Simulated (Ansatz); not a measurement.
Set up this calculation in Ansatz 0.2.0, as the native input.

```yaml
Task: relaxation of cell and atoms
Functional: LDA
Potentials_or_basis: Ansatz PAW
Cutoff: "420 eV (not typed: the program's choice for these potentials)"
k_mesh: 10 × 10 × 1
Occupations: fermi-dirac, width 0.05 eV
Spin: no spin polarisation
```

MoS2, a slab with vacuum:

```
Mo S
1.0
     3.18402    0.00000    0.00000
    -1.59201    2.75744    0.00000
     0.00000    0.00000   28.38732
Mo S
3 6
Cartesian
  0.0000 1.8383 6.4770
  0.0000 1.8383 21.9103
  1.5920 0.9191 0.0000
  1.5920 0.9191 4.9250
  1.5920 0.9191 20.3590
  0.0000 1.8383 26.8355
  1.5920 0.9191 8.0283
  1.5920 0.9191 23.4623
  0.0000 1.8383 1.5518
```

One way to write it, as run:

input.yaml

```yaml
crystal:
  lattice:
    - [3.1840155185, 0.0, 0.0]
    - [-1.5920077592, 2.757438325, 0.0]
    - [0.0, 0.0, 28.3873198]
  atoms:
    - { symbol: Mo, position: [0.3333333333, 0.6666666667, 0.22816477] }
    - { symbol: Mo, position: [0.3333333333, 0.6666666667, 0.77183523] }
    - { symbol: Mo, position: [0.6666666667, 0.3333333333, 0.0] }
    - { symbol: S, position: [0.6666666667, 0.3333333333, 0.17349309] }
    - { symbol: S, position: [0.6666666667, 0.3333333333, 0.71718751] }
    - { symbol: S, position: [0.3333333333, 0.6666666667, 0.94533412] }
    - { symbol: S, position: [0.6666666667, 0.3333333333, 0.28281249] }
    - { symbol: S, position: [0.6666666667, 0.3333333333, 0.82650691] }
    - { symbol: S, position: [0.3333333333, 0.6666666667, 0.05466588] }
hamiltonian:
  xc: lda
  pseudopotentials: { kind: paw }
kpoints:
  mp_grid: { grid: [10, 10, 1] }
scf:
  occupations: { method: fermi_dirac, width: 0.05 }
output:
  forces: true
  stress: true
  eigenvalues: true
relax:
  f_tol: 0.01
  max_steps: 40
  cell: { stress_tol: 0.05 }
```

Potentials or basis: Ansatz PAW.

Run with:

```sh
$ ansatz run input.yaml --threads 4 --pin off --max-ram 11264MiB --backend cpu --events-out ev --progress --plain --runs-dir out
```

Results of the run:

```yaml
Relaxed_volume: 25.92 Å³/atom
Relaxed_cell: a = 3.122 Å, b = 3.122 Å, c = 27.639 Å, α = 90.00°, β = 90.00°, γ = 120.00°
Space_group_after_relaxing_to_0.05_Å: P-6m2 (No. 187)
Energy_gained_by_relaxing: 21.1 meV/atom
Ionic_steps: 6
Largest_force_after_relaxing: 0.003 eV/Å
Band_gap_on_the_k_mesh: 1.00 eV, indirect (least direct gap 2.02 eV)
```

Caveat: the plane-wave basis is chosen anew once the cell has moved, so the energies of steps on either side of that aren't comparable; the PAW data sets come from PBE, with cores solved anew for the run's functional, which leaves a small shift of forces and pressure.

It took 32 s on 4 threads of Arm Neoverse V1, with other jobs on the host, peak memory 0.62 GiB.
